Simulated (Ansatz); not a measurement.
Computed with DFT, PBEsol, plane waves (420 eV) with PAW, scalar-relativistic in Ansatz 0.2.0. (PAW data from PBE, frozen cores regenerated.)

An element in the fcc structure gives this curve. The cell is scaled uniformly from the relaxed one, with fractional coordinates and shape fixed. Energies are extrapolated to zero smearing, pressures are those at the given smearing. Magnetic state: spin not included.

```csv
V (Å³/atom),E − E₀ (meV/atom),P (GPa)
23.608,90.0,10.65
24.681,35.2,6.21
25.754,7.0,2.67
26.828,0.1,-0.15
27.901,10.0,-2.39
28.974,33.2,-4.15
30.047,66.9,-5.55
```

(1) Which element is it?
A. thallium
B. cerium
C. tellurium
D. scandium

## Answers

(1) C. Its fit is V₀ = 26.69 Å³/atom, B₀ = 64 GPa, B₀′ = 4.8.
